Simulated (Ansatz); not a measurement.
# Si2W: course of a relaxation

Method: DFT r2SCAN, scalar-relativistic, plane waves, PAW in Ansatz 0.2.0. Settings: 500 eV cutoff, 12×12×6 k-mesh, Gaussian smearing of 0.10 eV, no spin polarisation.

What was changed: uniaxial strain along c, with a, b and atoms relaxed: +4.5 %.

Spin–orbit coupling is left out, which can shift energies with elements as heavy as these.

Command:

```bash
ansatz run input.yaml --threads 1 --pin off --max-ram 2560MiB --backend cpu --events-out ev --progress --plain --runs-dir out
```

Input:

```yaml
crystal:
  lattice:
    - [3.1751660534, 0.0, 0.0]
    - [0.0, 3.1751660534, 0.0]
    - [0.0, 0.0, 8.1558239246]
  atoms:
    - { symbol: Si, position: [0.0, 0.0, 0.3354177455] }
    - { symbol: Si, position: [0.5, 0.5, 0.1645822545] }
    - { symbol: Si, position: [0.5, 0.5, 0.8354177455] }
    - { symbol: Si, position: [0.0, 0.0, 0.6645822545] }
    - { symbol: W, position: [0.0, 0.0, 0.0] }
    - { symbol: W, position: [0.5, 0.5, 0.5] }
basis:
  ecutwfc: 500
kpoints:
  mp_grid: { grid: [12, 12, 6] }
hamiltonian:
  xc: r2scan
scf:
  occupations: { method: gaussian, width: 0.1 }
output:
  forces: true
  stress: true
  eigenvalues: true
relax:
  adjacent_minimum: "off"
  f_tol: 0.008
  max_steps: 40
  cell: { stress_tol: 0.015, fix: [c, angles] }
```

F is the free energy. Steps run on the plane waves of an earlier cell, but the last one, and at times one on the way, on a freshly chosen basis, so a repeated geometry can differ a little in energy. The held parts of the cell keep their stress, so P needn't end at zero.

Steps:

| step | F − F(1) (eV) | largest force component (eV/Å) | V (Å³/atom) | P (GPa) |
| --- | --- | --- | --- | --- |
| 1 | 0.0000 | 0.053 | 13.704 | -5.21 |
| 2 | -0.0028 | 0.033 | 13.870 | -7.63 |
| 3 | -0.0043 | 0.017 | 13.811 | -6.75 |
| 4 | -0.0043 | 0.006 | 13.809 | -6.70 |
| 5 | -0.0045 | 0.006 | 13.809 | -6.70 |

Relaxed structure:

```yaml
crystal:
  lattice:
    - [3.18732, 0.00000, 0.00000]
    - [0.00000, 3.18732, 0.00000]
    - [0.00000, 0.00000, 8.15582]
  atoms:
    - { symbol: Si, position: [0.00000, 0.00000, 0.33591] }
    - { symbol: Si, position: [0.50000, 0.50000, 0.16409] }
    - { symbol: Si, position: [0.50000, 0.50000, 0.83591] }
    - { symbol: Si, position: [0.00000, 0.00000, 0.66409] }
    - { symbol: W, position: [0.00000, 0.00000, 0.00000] }
    - { symbol: W, position: [0.50000, 0.50000, 0.50000] }
```

Symmetry: I4/mmm, No. 139, tetragonal system. The conventional cell has a = 3.187 Å, b = 3.187 Å, c = 8.156 Å, α = 90.00°, β = 90.00°, γ = 90.00°. Si (site symmetry 4mm) is surrounded by 5 W at 2.62 to 2.74 Å and 5 Si at 2.65 to 2.68 Å. W (site symmetry 4/mmm) has 10 Si at 2.62 to 2.74 Å as nearest neighbours.

The run converged. It took 4 min on 1 thread of Intel(R) Xeon(R) Processor @ 2.50GHz (Skylake/Cascade Lake) (shared host), peak memory 0.71 GiB.